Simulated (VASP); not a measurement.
# Fe (Im-3m) in VASP: elastic constants with LDA

Aim: the elastic constants of Fe with LDA.

Everything below comes from runs of VASP 6.6.1. Logs are shortened: lines on timing, memory, paths and dates and some standing lists are left out, and cuts for length are marked.

## 1. Starting point

Symmetry: Im-3m, No. 229, cubic system. Conventional cell: a = 2.859 Å, b = 2.859 Å, c = 2.859 Å, α = 90.00°, β = 90.00°, γ = 90.00°. Fe (site symmetry m-3m) is surrounded by 8 Fe at 2.48 Å.

## 2. Elastic constants, LDA, collinear spin, ferromagnetic start

POSCAR reads:

```
Fe
1.0
   -1.4295500000      1.4295500000      1.4295500000
    1.4295500000     -1.4295500000      1.4295500000
    1.4295500000      1.4295500000     -1.4295500000
Fe
1
Direct
    0.0000000000      0.0000000000      0.0000000000
```

INCAR.step1 reads:

```
ALGO = Normal
EDIFF = 1E-8
EDIFFG = -0.002
ENCUT = 580
GGA = CA
IBRION = 2
ISIF = 3
ISMEAR = 0
ISPIN = 2
LASPH = T
LCHARG = F
LMAXMIX = 4
LORBIT = 11
LREAL = F
LWAVE = F
MAGMOM = 3
NELM = 120
NSW = 40
PREC = Accurate
SIGMA = 0.1
```

INCAR.step2 reads:

```
ALGO = Normal
EDIFF = 1E-8
ENCUT = 580
GGA = CA
IBRION = 6
ISIF = 3
ISMEAR = 0
ISPIN = 2
LASPH = T
LCHARG = F
LMAXMIX = 4
LORBIT = 11
LREAL = F
LWAVE = F
MAGMOM = 3
NELM = 120
NFREE = 2
NSW = 1
POTIM = 0.015
PREC = Accurate
SIGMA = 0.1
```

KPOINTS reads:

```
k-points
0
Gamma
  20 20 20
```

Potentials or basis: VASP PAW LDA potentials, release 64 (Fe).

Command:

```console
$ cat potpaw_LDA.64/Fe/POTCAR > POTCAR
$ cp INCAR.step1 INCAR
$ mpirun -np 1 vasp_std > vasp.out
$ cp CONTCAR POSCAR
$ cp INCAR.step2 INCAR
$ mpirun -np 1 vasp_std > vasp.out
```

OUTCAR:

```text
EDIFF = 1E-8
   ENCUT = 580
   GGA = CA
   IBRION = 6
   ISIF = 3
   ISMEAR = 0
   ISPIN = 2
   LASPH = T
   LORBIT = 11
   LREAL = F
   NELM = 120
   NFREE = 2
   NSW = 1
   POTIM = 0.015
   PREC = Accurate

 ion  position               nearest neighbor table
   1  0.000  0.000  0.000-

  LATTYP: Found a body centered cubic cell.
 ALAT       =     2.7479607803

  Lattice vectors:

 A1 = (  -1.3739803902,   1.3739803902,   1.3739803902)
 A2 = (   1.3739803902,  -1.3739803902,   1.3739803902)
 A3 = (   1.3739803902,   1.3739803902,  -1.3739803902)

Analysis of symmetry for initial positions (statically):
=====================================================================
 Subroutine PRICEL returns:
 Original cell was already a primitive cell.

 Routine SETGRP: Setting up the symmetry group for a
 body centered cubic supercell.

 Subroutine GETGRP returns: Found 48 space group operations
 (whereof 48 operations were pure point group operations)
 out of a pool of 48 trial point group operations.

The static configuration has the point symmetry O_h .

Analysis of symmetry for dynamics (positions and initial velocities):
=====================================================================
 Subroutine PRICEL returns:
 Original cell was already a primitive cell.

 Routine SETGRP: Setting up the symmetry group for a
 body centered cubic supercell.

 Subroutine GETGRP returns: Found 48 space group operations
 (whereof 48 operations were pure point group operations)
 out of a pool of 48 trial point group operations.

The dynamic configuration has the point symmetry O_h .

Analysis of structural, dynamic, and magnetic symmetry:
=====================================================================
 Subroutine PRICEL returns:
 Original cell was already a primitive cell.

 Routine SETGRP: Setting up the symmetry group for a
 body centered cubic supercell.

 Subroutine GETGRP returns: Found 48 space group operations
 (whereof 48 operations were pure point group operations)
 out of a pool of 48 trial point group operations.

The overall configuration has the point symmetry O_h .

 Subroutine INISYM returns: Found 48 space group operations
 (whereof 48 operations are pure point group operations),
 and found     1 'primitive' translations

----------------------------------------------------------------------------------------

                                     Primitive cell

  volume of cell :      10.3753

  direct lattice vectors                    reciprocal lattice vectors
    -1.373980390  1.373980390  1.373980390     0.000000000  0.363906213  0.363906213
     1.373980390 -1.373980390  1.373980390     0.363906213  0.000000000  0.363906213
     1.373980390  1.373980390 -1.373980390     0.363906213  0.363906213  0.000000000

  length of vectors
     2.379803844  2.379803844  2.379803844     0.514641101  0.514641101  0.514641101

  position of ions in fractional coordinates (direct lattice)
     0.000000000  0.000000000  0.000000000

  ion indices of the primitive-cell ions
   primitive index   ion index
                 1           1

----------------------------------------------------------------------------------------

 KPOINTS: k-points

Automatic generation of k-mesh.
[... 111 lines left out ...]
  ext. energy  EPLUGINS =         0.00000000
  ---------------------------------------------------
  free energy    TOTEN  =        -9.22714949 eV

  energy without entropy =       -9.22242961  energy(sigma->0) =       -9.22478955

------------------------ aborting loop because EDIFF is reached ----------------------------------------

  FORCE on cell =-STRESS in cart. coord.  units (eV):
  Direction    XX          YY          ZZ          XY          YZ          ZX
  --------------------------------------------------------------------------------------
  -------------------------------------------------------------------------------------
  Total        0.0007290      0.0007290      0.0007290      0.0000000      0.0000000     -0.0000000
  in kB        0.1125661      0.1125661      0.1125661      0.0000000      0.0000000     -0.0000000
  external PRESSURE =       0.1125661 kB  Pullay stress =       0.0000000 kB
[... 86 lines left out ...]
  FREE ENERGIE OF THE ION-ELECTRON SYSTEM (eV)
  ---------------------------------------------------
  free  energy   TOTEN  =        -9.2243750108 eV

  energy  without entropy=       -9.2194865532  energy(sigma->0) =       -9.22193078

[... ionic steps 4 to 12 ...]

--------------------------------------- Ionic step       13  -------------------------------------------

 number of electron       7.9999996 magnetization       1.9754725

------------------------ aborting loop because EDIFF is reached ----------------------------------------
[... 65 lines left out ...]
--------------------------------------- Ionic step       15  -------------------------------------------

 number of electron       7.9999998 magnetization       1.9740098

 Free energy of the ion-electron system (eV)
  ---------------------------------------------------
  ext. energy  EPLUGINS =         0.00000000
  ---------------------------------------------------
  free energy    TOTEN  =        -9.22715252 eV

  energy without entropy =       -9.22243264  energy(sigma->0) =       -9.22479258

 E-fermi :   6.7299     XC(G=0): -13.9360

 val. band max:        6.7255580209   @ k =  -0.2000   0.3500   0.0500
 cond. band min:       6.7358446892   @ k =  -0.4000  -0.4500   0.1000
 fundamental gap:      0.0102866683
 Fermi energy:         6.7299205809

 spin component 1

 k-point     1 :       0.0000    0.0000    0.0000
  band No.  band energies     occupation
      1      -2.3760      1.00000
      2       4.2259      1.00000
      3       4.2259      1.00000
      4       4.2259      1.00000
      5       5.7826      1.00000
      6       5.7826      1.00000
      7      32.4385      0.00000
      8      32.4385      0.00000
      9      32.4385      0.00000
     10      38.2002      0.00000
[... 287 lines left out ...]
 k-point    24 :       0.2500    0.1000    0.0000
  band No.  band energies     occupation
      1       0.9490      1.00000
      2       3.3847      1.00000
      3       3.9244      1.00000
      4       5.5354      1.00000
      5       6.0104      1.00000
      6       6.5550      0.99331
      7      21.2993      0.00000
      8      25.7926      0.00000
      9      29.6854      0.00000
     10      32.9443      0.00000

 [... further k-points ...]

 spin component 2

 k-point     1 :       0.0000    0.0000    0.0000
  band No.  band energies     occupation
      1      -1.9956      1.00000
      2       5.8307      1.00000
      3       5.8307      1.00000
      4       5.8307      1.00000
      5       7.8951      0.00000
      6       7.8951      0.00000
      7      32.6174      0.00000
      8      32.6174      0.00000
      9      32.6174      0.00000
     10      38.6814      0.00000
[... 327 lines left out ...]
  FREE ENERGIE OF THE ION-ELECTRON SYSTEM (eV)
  ---------------------------------------------------
  free  energy   TOTEN  =        -9.2271525185 eV

  energy  without entropy=       -9.2224326423  energy(sigma->0) =       -9.22479258

 INTERNAL STRAIN TENSORS FROM STRAINED CELLS
 ============================================

 INTERNAL STRAIN TENSOR FOR ION    1 for displacements in x,y,z  (eV/Angst):
          X           Y           Z          XY          YZ          ZX
  --------------------------------------------------------------------------------
  x     0.00000    -0.00000    -0.00000    -0.00000     0.00000     0.00000
  y     0.00000     0.00000    -0.00000     0.00000     0.00000     0.00000
  z     0.00000    -0.00000     0.00000     0.00000     0.00000     0.00000

 INTERNAL STRAIN TENSORS FROM DISPLACED ATOMS
 ============================================

 INTERNAL STRAIN TENSOR FOR ION    1 for displacements in x,y,z  (eV/Angst):
          X           Y           Z          XY          YZ          ZX
  --------------------------------------------------------------------------------
  x     0.00000     0.00000     0.00000     0.00000     0.00000     0.00000
  y     0.00000     0.00000     0.00000     0.00000     0.00000     0.00000
  z     0.00000     0.00000     0.00000     0.00000     0.00000     0.00000

 Eigenvectors and eigenvalues of the dynamical matrix
 ----------------------------------------------------

   1 f/i=    0.000000 THz     0.000000 2PiTHz    0.000000 cm-1     0.000000 meV
             X         Y         Z           dx          dy          dz
      0.000000  0.000000  0.000000    -0.952664    0.304027    0.000000

   2 f/i=    0.000000 THz     0.000000 2PiTHz    0.000000 cm-1     0.000000 meV
             X         Y         Z           dx          dy          dz
      0.000000  0.000000  0.000000     0.000000    0.000000    1.000000

   3 f/i=    0.000000 THz     0.000000 2PiTHz    0.000000 cm-1     0.000000 meV
             X         Y         Z           dx          dy          dz
      0.000000  0.000000  0.000000    -0.304027   -0.952664    0.000000

--------------------------------------------------------------------------------------------------------

 ELASTIC MODULI CONTR FROM IONIC RELAXATION (kBar)
 Direction    XX          YY          ZZ          XY          YZ          ZX
 --------------------------------------------------------------------------------
 XX           0.0000      0.0000      0.0000      0.0000      0.0000      0.0000
 YY           0.0000      0.0000      0.0000      0.0000      0.0000      0.0000
 ZZ           0.0000      0.0000      0.0000      0.0000      0.0000      0.0000
 XY           0.0000      0.0000      0.0000      0.0000      0.0000      0.0000
 YZ           0.0000      0.0000      0.0000      0.0000      0.0000      0.0000
 ZX           0.0000      0.0000      0.0000      0.0000      0.0000      0.0000
 --------------------------------------------------------------------------------

 TOTAL ELASTIC MODULI (kBar)
 Direction    XX          YY          ZZ          XY          YZ          ZX
 --------------------------------------------------------------------------------
 XX        3621.3357   2024.8942   2024.8942      0.0000      0.0000     -0.0000
 YY        2024.8942   3621.3357   2024.8942      0.0000      0.0000      0.0000
 ZZ        2024.8942   2024.8942   3621.3357      0.0000      0.0000      0.0000
 XY           0.0000      0.0000      0.0000   1521.8246      0.0000      0.0000
 YZ           0.0000      0.0000      0.0000      0.0000   1521.8246     -0.0000
 ZX          -0.0000      0.0000      0.0000      0.0000     -0.0000   1521.8246
 --------------------------------------------------------------------------------

 total charge

# of ion       s       p       d       tot
------------------------------------------
    1        0.528   0.620   6.334   7.483

 magnetization (x)

# of ion       s       p       d       tot
------------------------------------------
    1       -0.009  -0.033   1.982   1.940
```

Wall time 31 min (1 thread of Intel Xeon Platinum 8488C (Sapphire Rapids), shared host); peak memory 0.96 GiB.

Results:

```
Relaxed volume                                        : 10.38 Å³/atom
Relaxed cell                                          : a = 2.380 Å, b = 2.380 Å, c = 2.380 Å, α = 109.47°, β = 109.47°, γ = 109.47°
Space group after relaxing (to 0.05 Å)                : Im-3m (No. 229)
Net moment                                            : 1.97 μB per cell
Site moments                                          : Fe +1.94 μB
Valence electrons inside the program's atomic spheres : Fe 7.48
Elastic constants C11, C12, C44                       : 362, 202, 152 GPa
Voigt bulk modulus                                    : 256 GPa
```

The path:
```tsv
step	energy change (eV)	largest force (eV/Å)	pressure (GPa)	volume (Å³)
1	0.0000	0.0000	-22.63	11.69
2	0.0493	0.0000	43.35	9.11
3	-0.1055	0.0000	-0.89	10.41
4	-0.1056	0.0000	-0.14	10.38
5	-0.1056	0.0000	0.49	10.36
6	-0.1056	0.0000	-0.55	10.40
7	-0.1056	0.0000	-0.01	10.38
```

Final structure:
```cif
data_structure
_symmetry_space_group_name_H-M 'P 1'
_symmetry_Int_Tables_number 1
_cell_length_a 2.3798
_cell_length_b 2.3798
_cell_length_c 2.3798
_cell_angle_alpha 109.471
_cell_angle_beta 109.471
_cell_angle_gamma 109.471
_cell_volume 10.38
loop_
_atom_site_label
_atom_site_type_symbol
_atom_site_fract_x
_atom_site_fract_y
_atom_site_fract_z
_atom_site_occupancy
Fe1 Fe 0.00000 0.00000 0.00000 1
```

Elastic tensor in Voigt notation (GPa, in the Cartesian axes of the cell as first typed):
```
362 202 202   0   0   0
202 362 202   0   0   0
202 202 362   0   0   0
  0   0   0 152   0   0
  0   0   0   0 152   0
  0   0   0   0   0 152
```

Clamped-ion elastic tensor (GPa):
```
362 202 202   0   0   0
202 362 202   0   0   0
202 202 362   0   0   0
  0   0   0 152   0   0
  0   0   0   0 152   0
  0   0   0   0   0 152
```
